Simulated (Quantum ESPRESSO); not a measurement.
## Pd: phonons at W under several settings

```xyz
1
Lattice="0.0000 1.9465 1.9465 1.9465 0.0000 1.9465 1.9465 1.9465 0.0000" Properties=species:S:1:pos:R:3 pbc="T T T"
Pd    0.0000    0.0000    0.0000
```

All runs used Quantum ESPRESSO 7.5; potentials GBRV 1.5 PBE; no spin polarisation; cutoff 612 eV; occupations cold, width 0.2 eV.

```csv
level,k mesh (s: shifted),geometry,volume (Å³/atom),pressure (GPa),frequencies (cm⁻¹)
PBE,10 × 10 × 10,relaxed at 0 GPa,15.31,0.0,127 187 187
PBE,10 × 10 × 10,relaxed at 2 GPa,?,2.0,?
PBE,10 × 10 × 10,relaxed at 5 GPa,14.90,5.0,152 208 208
PBE,10 × 10 × 10,relaxed at 10 GPa,14.56,10.0,173 227 227
PBE,10 × 10 × 10,relaxed at 15 GPa,14.26,15.0,190 242 242
PBE,12 × 12 × 12,relaxed at 0 GPa,15.31,0.0,133 180 180
PBE,12 × 12 × 12,relaxed at 2 GPa,15.14,2.0,137 185 185
PBE,12 × 12 × 12,relaxed at 5 GPa,14.90,5.0,143 193 193
PBE,12 × 12 × 12,relaxed at 10 GPa,14.55,10.0,152 204 204
PBE,12 × 12 × 12,relaxed at 15 GPa,14.25,15.0,160 214 214
```

Task: What stands in the row left open?

Result: Volume 15.14 Å³/atom; frequencies 138 196 196 cm⁻¹.

Caveats: the cell is more than 3 GPa from zero pressure, which shifts response properties (some runs); the mesh is thin for the phonons of a metal (some runs); the q point doesn't lie on the k mesh, which can shift a metal's frequencies strongly unless the mesh is converged (some runs).

For the row left open. Caveat: the mesh is thin for the phonons of a metal; the q point doesn't lie on the k mesh, which can shift a metal's frequencies strongly unless the mesh is converged.
